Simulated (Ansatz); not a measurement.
# Ru: stress in a strained cell

Ru is deformed so: z strained by -1 % at fixed volume. What stress and forces result, by LAPW, PAW and all-electron datasets made for the crystal?

Computed with Ansatz 0.2.0 (DFT PBE, scalar-relativistic, unless a step's input says otherwise).

## (1) The structure to begin with

Symmetry: P6_3/mmc, No. 194, hexagonal system. Conventional cell: a = 2.706 Å, b = 2.706 Å, c = 4.282 Å, α = 90.00°, β = 90.00°, γ = 120.00°. Ru (site symmetry -6m2) has 12 Ru at 2.65 to 2.71 Å as nearest neighbours.

Coordinates:

```
CELL_PARAMETERS angstrom
2.70580 0.00000 0.00000
-1.35290 2.34329 0.00000
0.00000 0.00000 4.28190
ATOMIC_POSITIONS crystal
Ru 0.33333 0.66667 0.25000
Ru 0.66667 0.33333 0.75000
```

Atoms are numbered in the order of the input: Ru1, Ru2.

## (2) After the deformation

Space group P6_3/mmc before, P6_3/mmc after.

## (3) All-electron LAPW

File input.yaml:

```yaml
crystal:
  lattice:
    - [2.7194306515, 0.0, 0.0]
    - [-1.3597153257, 2.3550960281, 0.0]
    - [0.0, 0.0, 4.239081]
  atoms:
    - { symbol: Ru, position: [0.3333333333, 0.6666666667, 0.25] }
    - { symbol: Ru, position: [0.6666666667, 0.3333333333, 0.75] }
kpoints:
  mp_grid: { grid: [14, 14, 8] }
scf:
  occupations: { method: fermi_dirac, width: 0.03 }
hamiltonian:
  xc: pbe
  pseudopotentials: { kind: all_electron, lapw: { basis_error: 0.001 } }
output:
  forces: true
  stress: true
  eigenvalues: true
```

## (4) PAW on the default files

input.yaml, as its differences from that of step 3:

```diff
@@ -14,3 +14,3 @@
   xc: pbe
-  pseudopotentials: { kind: all_electron, lapw: { basis_error: 0.001 } }
+  pseudopotentials: { kind: paw }
 output:
@@ -19 +19,2 @@
   eigenvalues: true
+  efg: { contact_densities: true }
```

## (5) All-electron PAW on datasets made for the crystal

input.yaml, as its differences from that of step 4:

```diff
@@ -14,3 +14,3 @@
   xc: pbe
-  pseudopotentials: { kind: paw }
+  pseudopotentials: { kind: all_electron, datasets: crystal }
 output:
```

(Steps that only read results are left out.)

Before running it: what results should come out? Wanted: pressure; largest shear or deviatoric stress.

As calculated:

| quantity | value |
| --- | --- |
| pressure | LAPW 4.75, PAW 4.82, crystal datasets 4.75 GPa |
| largest shear or deviatoric stress (LAPW) | 3.71 GPa |

The largest part of the stress beyond the pressure is 3.71 GPa in size, in the zz component; the atoms are carried along and not relaxed. No run of the undeformed cell stands beside it, so the pressure holds what the given cell had before the change. PAW: stress within 0.09 GPa of LAPW. Crystal datasets: stress within 0.01 GPa of LAPW.
